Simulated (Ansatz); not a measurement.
## Random displacements in SnO2

Theory: Ansatz 0.2.0, DFT r2SCAN, scalar-relativistic, plane waves, PAW. Cutoff 500 eV, Γ-centred 6×6×8 k-points, Gaussian smearing of 0.05 eV. No spin polarisation. Energies are free energies at this smearing, counted from the undisturbed cell; pressure is positive in compression.

The undisturbed cell (as given, not relaxed at this level):

```
CELL_PARAMETERS angstrom
4.73735 0.00000 0.00000
0.00000 4.73735 0.00000
0.00000 0.00000 3.18640
ATOMIC_POSITIONS crystal
Sn 0.00000 0.00000 0.00000
Sn 0.50000 0.50000 0.50000
O 0.30562 0.30562 0.00000
O 0.19438 0.80562 0.50000
O 0.69438 0.69438 0.00000
O 0.80562 0.19438 0.50000
```

The atoms are displaced (Å, in the unstrained cell):

```tsv
atom	ux	uy	uz
Sn1	0.518	-0.113	-0.388
Sn2	-0.138	-0.136	0.253
O3	-0.098	-0.292	0.013
O4	0.153	0.179	0.057
O5	-0.179	0.373	0.062
O6	-0.256	-0.010	0.005
```

Strain (Voigt, engineering shear): (0.0215, 0.0603, -0.0819, -0.0002, -0.0606, 0.0275).

Question: What are the energy change, the stress and the forces?

Answer: ΔE = 2930.5 meV/atom; stress (xx, yy, zz, yz, xz, xy; compression positive) (35.90, 79.31, 143.22, 75.98, -54.83, -14.17) GPa; gap on the mesh 0.04 eV.
| atom | Fx (eV/Å) | Fy | Fz |
| --- | --- | --- | --- |
| Sn1 | -36.69 | 15.68 | 40.45 |
| Sn2 | 5.57 | 2.35 | -1.28 |
| O3 | 6.83 | 14.89 | 4.62 |
| O4 | 22.40 | -29.20 | -44.08 |
| O5 | -0.69 | -3.50 | 0.05 |
| O6 | 2.57 | -0.22 | 0.25 |

Cost: 1 run of about 3.2 core-minutes, on Intel Xeon Processor @ 2.50GHz (Skylake/Cascade Lake) (shared hosts).